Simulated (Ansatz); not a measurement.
The system is Al2Cu.

```
Cu Al
1.0
    -2.03034    2.03034    2.85109
     2.03034   -2.03034    2.85109
     2.03034    2.03034   -2.85109
Cu Al
1 2
Direct
  0.50000 0.50000 0.00000
  0.25000 0.75000 0.50000
  0.75000 0.25000 0.50000
```

The cell comes from a database or a generator and needn't be the stable form of this composition.

Base run:

* Program: Ansatz 0.2.0
* Functional: PBEsol
* Potentials or basis: all-electron LAPW, scalar-relativistic
* Cutoff: 239 eV (chosen from the basis error)
* Basis error allowed: 0.002 eV/atom
* k mesh: 9 × 9 × 9
* Occupations: fermi-dirac, width 0.05 eV
* Spin: no spin polarisation

Its results: pressure -0.1 GPa.

**Question.** The run is repeated on the same cell with these changes: functional from PBEsol to LDA. What comes out?

**Answer.** Pressure -3.2 GPa.

LDA binds more tightly than PBEsol, so the same cell stands under less pressure.
